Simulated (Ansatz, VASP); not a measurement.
## BN: VASP beside Ansatz

Contents of INCAR:

```
ALGO = Normal ; EDIFF = 1E-7
ENCUT = 520 ; GGA = PE
ISIF = 2 ; ISMEAR = 0
LASPH = True ; LCHARG = False
LREAL = False ; LWAVE = False
NBANDS = 11 ; NELM = 100
PREC = Accurate ; SIGMA = 0.05
```

The input KPOINTS:

```
k-points
0
Gamma
  12 12 12
```

The input POSCAR:

```
BN
1.0
    0.0000000000      2.0285489204      1.7537381520
    1.7537381520      0.0000000000      1.7537381520
    1.7537381520      2.0285489204      0.0000000000
B N
1 1
Direct
    0.0000000000      0.0000000000      0.0000000000
    0.7500000000      0.7500000000      0.7500000000
```

Input for Ansatz:

```yaml
crystal:
  lattice:
    - [0.0, 2.0285489204, 1.753738152]
    - [1.753738152, 0.0, 1.753738152]
    - [1.753738152, 2.0285489204, 0.0]
  atoms:
    - { symbol: B, position: [0.0, 0.0, 0.0] }
    - { symbol: "N", position: [0.75, 0.75, 0.75] }
basis:
  ecutwfc: 520.0
kpoints:
  mp_grid: { grid: [12, 12, 12] }
hamiltonian:
  xc: pbe
scf:
  occupations: { method: gaussian, width: 0.05 }
output:
  forces: true
  stress: true
  eigenvalues: true
  write_density: true
  write_potential: true
  elf: true
  volumetric_format: npy
```

Alike in both runs: task single point; functional PBE; k mesh 12 × 12 × 12; occupations gaussian, width 0.05 eV; no spin polarisation.

```csv
,VASP,Ansatz
version,VASP 6.6.1,Ansatz 0.2.0
potentials or method,"VASP PAW PBE potentials, release 64 (B, N)","scalar-relativistic, plane waves, PAW"
plane-wave cutoff (eV),520,520
valence electrons in the cell,8,8
```

```tsv
	VASP	Ansatz	Ansatz less VASP
gap on the k mesh at the Fermi level (eV)	3.13	3.14	+0.010
least direct gap on the mesh (eV)	7.26	7.26	+0.004
pressure (GPa)	-15.6	-15.7	-0.08
largest component of the traceless stress (GPa)	67.67	67.62	-0.047
```

Caveats: so large a pressure means that the cell lies far from this level's equilibrium, or that cutoff or potentials fall short (VASP). A k mesh can miss the band edges.
